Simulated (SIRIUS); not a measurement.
# Fe under changes of volume

One of the cells (12.019 Å³/atom); the others are scaled copies at fixed shape and fractional positions:

```
Fe
1.0
    -1.44300    1.44300    1.44300
     1.44300   -1.44300    1.44300
     1.44300    1.44300   -1.44300
Fe
1
Direct
  0.00000 0.00000 0.00000
```

```yaml
Program: SIRIUS 7.12.0
Functional: PBEsol
Potentials_or_basis: PseudoDojo 0.4.1 PBEsol standard (scalar relativistic)
Cutoff: 1228 eV
Density_cutoff: 4912 eV
k_mesh: 13 × 13 × 13
Occupations: fermi-dirac, width 0.05 eV
Spin: collinear spin, ferromagnetic start
Starting_moments: "[3.0] μB"
```

```tsv
volume (Å³/atom)	energy over the lowest point (meV/atom)	pressure (GPa)	moment (μB per cell)
11.298	0.00	-8.4	2.18
11.538	14.97	-11.3	2.24
11.778	?	?	?
12.019	55.57	-15.6	2.38
12.259	79.62	-16.2	2.49
12.499	103.91	-17.1	2.57
12.740	130.26	-18.8	2.61
```

Problem. What does the run at 11.778 Å³/atom give?

Solution. Energy over the lowest point 33.54 meV/atom; pressure -13.7 GPa; moment 2.31 μB per cell.

Worked out: A Birch-Murnaghan fit of order 3 (a polynomial in V^(-2/3)) to the other rows has no minimum within the range. It gives 33.88 meV/atom at 11.778 Å³/atom, against the run's 33.54, and -dE/dV = -13.6 GPa, against -13.7. A parabola through the other rows of the moment, of slope 0.316 μB per Å³/atom there, gives 2.32 μB, against the run's 2.31.

Energies are extrapolated to zero smearing.
